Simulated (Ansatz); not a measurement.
A plane-wave DFT run in Ansatz 0.2.0 (scalar-relativistic PAW potentials unless the input names others): input and command.

```yaml
crystal:
  lattice:
    - [3.513822215, 0.0, 0.0]
    - [-1.7569111075, 3.0430593025, 0.0]
    - [0.0, 0.0, 4.9133647831]
  atoms:
    - { symbol: Sn, position: [0.0, 0.0, 0.0] }
    - { symbol: S, position: [0.6666666667, 0.3333333333, 0.29656578] }
    - { symbol: S, position: [0.3333333333, 0.6666666667, 0.70343422] }
basis:
  ecutwfc: 420
kpoints:
  mp_grid: { grid: [12, 12, 8] }
hamiltonian:
  xc: lda
scf:
  occupations: { method: fermi_dirac, width: 0.3 }
  n_extra_bands: 0
  max_iter: 60
output:
  forces: true
  eigenvalues: true
  stress: true
```

```bash
ansatz run input.yaml --threads 1 --pin off --max-ram 3072MiB --backend cpu --events-out ev --progress --plain --runs-dir out
```

**Question.** Will this input run?

**Answer.** The program refuses it, because of too few bands (scf.n_extra_bands: not typed → 0). Also changed, but not at fault: scf.occupations: {"method": "fermi_dirac", "width": 0.15} → {"method": "fermi_dirac", "width": 0.3}. With the sound run's settings it is accepted.

Abridged log:
```
Error: inconsistent input (scf.n_extra_bands, scf.occupations.method): n_bands = 13 leaves no empty band above the 13 bands per channel that the deck's 26 electrons occupy, and the occupations search for the Fermi level (a smearing at a finite width, or tetrahedra): a level found among occupied bands alone can fill a metal as an insulator; raise scf.n_extra_bands until at least 14 bands are solved (omitted, it auto-derives to 18) (see scf.n_extra_bands in the input reference)
```